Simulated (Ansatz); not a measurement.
# Ru4F: the cost of one run

Computed with Ansatz 0.2.0 (DFT PBE, scalar-relativistic, plane waves, PAW, unless a step's input says otherwise).

4 further runs of the same task are left out: 1 that didn't finish, 3 set aside as unsound or not needed.

## 1. The starting structure

Symmetry: P6_3/mmc, No. 194, hexagonal system. Conventional cell: a = 2.720 Å, b = 2.720 Å, c = 4.297 Å, α = 90.00°, β = 90.00°, γ = 120.00°. Ru (site symmetry -6m2) is surrounded by 12 Ru at 2.66 to 2.72 Å.

Structure file:

```
Ru
1.0
     2.71980    0.00000    0.00000
    -1.35990    2.35541    0.00000
     0.00000    0.00000    4.29666
Ru
2
Cartesian
  0.0000 1.5703 1.0742
  1.3599 0.7851 3.2225
```

This cell was relaxed beforehand with the same method: volume 13.76 Å³/atom, gap on the mesh none (metal).

## 4. The grid

Atoms count from 1 in the order of the input.

F is moved over the surface cell; relaxed at each place: the height of the adsorbate's atoms; substrate rigid; the origin of the map has the adsorbate above Ru4.

The axes are (1) position of F5 along the first surface vector, from above Ru4: 6 values from 0.000 to 0.833, periodic; (2) position of F5 along the second surface vector, from above Ru4: 6 values from 0.000 to 0.833, periodic.

Relaxed at each point: the height of the adsorbate's atoms; substrate rigid. Points are written as (first, second).

The two vectors of the plane (Å): (2.720, 0.000, 0.000); (-1.360, 2.355, 0.000).

(The set-up runs are not shown.)

## 5. Grid point (0/6, 0/6) of the map's two axes

input.yaml

```yaml
crystal:
  lattice:
    - [2.7197977464, 0.0, 0.0]
    - [-1.3598988732, 2.3554139416, 0.0]
    - [0.0, 0.0, 21.8663389213]
  atoms:
    - { symbol: Ru, position: [0.6666666667, 0.3333333333, 0.1829295711] }
    - { symbol: Ru, position: [0.3333333333, 0.6666666667, 0.281177837] }
    - { symbol: Ru, position: [0.6666666667, 0.3333333333, 0.3790816288] }
    - { symbol: Ru, position: [0.3333333333, 0.6666666667, 0.4740774831] }
    - { symbol: F, position: [0.3333333333, 0.6666666667, 0.5673715644] }
basis:
  ecutwfc: 420
kpoints:
  mp_grid: { grid: [12, 12, 1] }
hamiltonian:
  xc: pbe
  pseudopotentials: { kind: paw, azcp: { folder: soft_1 } }
scf:
  occupations: { method: gaussian, width: 0.1 }
output:
  forces: true
  eigenvalues: true
  write_density: true
  write_potential: true
  elf: true
  volumetric_format: npy
relax:
  adjacent_minimum: "off"
  f_tol: 0.025
  max_steps: 16
  constraints: [{ sites: [0, 1, 2, 3] }, { sites: [4], fix: xy }]
efield:
  axis: 3
  dipole_correction: true
  ramp_width: 0.04
```

Launch:

```console
$ ansatz run input.yaml --threads 1 --pin off --max-ram 3072MiB --backend cpu --events-out ev --progress --plain --runs-dir out
```

What time and memory should one allow on 1 thread of AMD EPYC, shared host?

About 1.9 min, with a peak of 0.45 GiB.
